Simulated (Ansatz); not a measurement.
GaP: frozen-core PAW against all-electron methods

```
Ga P
1.0
     0.00000    2.72525    2.72525
     2.72525    0.00000    2.72525
     2.72525    2.72525    0.00000
Ga P
1 1
Direct
  0.00000 0.00000 0.00000
  0.75000 0.75000 0.75000
```

Atoms are numbered in the order listed.

The cell comes from COD entry 9008846, which wasn't checked; take it as a given geometry.

All numbers are computed: DFT, LDA, PAW with Ansatz's default frozen-core files, scalar-relativistic (Ansatz 0.2.0); DFT, LDA, all-electron PAW with datasets made for the crystal, scalar-relativistic (Ansatz 0.2.0); DFT, LDA, all-electron LAPW, scalar-relativistic (Ansatz 0.2.0).

For PAW: a Γ-centred 10×10×10 k mesh, Fermi–Dirac smearing of 0.05 eV, cutoff 420 eV, no spin polarisation; the PAW files were made with PBE, and the program remakes their frozen cores for this functional. The crystal-made all-electron datasets (AE datasets) take a cutoff of 240 eV at this cell. LAPW targets a basis error of 0.5 meV/atom. The Ansatz runs share mesh, smearing and spin set-up. Plane-wave (PAW) pressures include the program's estimate of the Pulay term.

Stress and pressure are positive in compression.

Levels count from the top of the valence band.

```csv
quantity,PAW,AE datasets,LAPW
pressure (GPa),-2.74,-2.73,-2.73
band gap (eV),1.439,1.442,1.440
highest filled level at W (eV),-3.473,-3.472,-3.472
lowest empty level at W (eV),4.589,4.591,4.591
highest filled level at Γ (eV),0.000,0.000,0.000
lowest empty level at Γ (eV),1.609,1.606,1.606
```

PAW's pressure differs from the LAPW value by -0.02 GPa. Datasets made for the crystal and LAPW share parts of one code, so their agreement isn't an independent check.
